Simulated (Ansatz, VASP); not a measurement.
## One calculation of TiO2, two programs

```xyz
6
Lattice="4.6434 0.0000 0.0000 0.0000 4.6434 0.0000 0.0000 0.0000 2.8848" Properties=species:S:1:pos:R:3 pbc="T T T"
Ti    0.0000    0.0000    0.0000
Ti    2.3217    2.3217    1.4424
O     1.4167    1.4167    0.0000
O     0.9050    3.7384    1.4424
O     3.2267    3.2267    0.0000
O     3.7384    0.9050    1.4424
```

Alike in both runs: task single point; functional PBE; k mesh 6 × 6 × 10; occupations gaussian, width 0.05 eV; no spin polarisation.

|  | VASP | Ansatz |
| --- | --- | --- |
| version | VASP 6.6.1 | Ansatz 0.2.0 |
| potentials or method | VASP PAW PBE potentials, release 64 (Ti_sv, O) | scalar-relativistic, plane waves, PAW |
| plane-wave cutoff (eV) | 520 | 520 |
| valence electrons in the cell | 48 | 48 |

VASP gave:

```
gap on the k mesh at the Fermi level (eV)       : 1.96
least direct gap on the mesh (eV)               : 1.96
pressure (GPa)                                  : 8.6
largest component of the traceless stress (GPa) : 6.72
rms of the force components (eV/Å)              : 0.100
```

Which values does Ansatz return?

gap on the k mesh at the Fermi level (eV): 1.99; least direct gap on the mesh (eV): 1.99; pressure (GPa): 7.9; largest component of the traceless stress (GPa): 6.45; rms of the force components (eV/Å): 0.082.

Atom by atom the forces differ by 0.018 eV/Å (rms over components).

A k mesh can miss the band edges. Expect the measured gap to be larger: semilocal functionals such as PBE lack the derivative discontinuity.
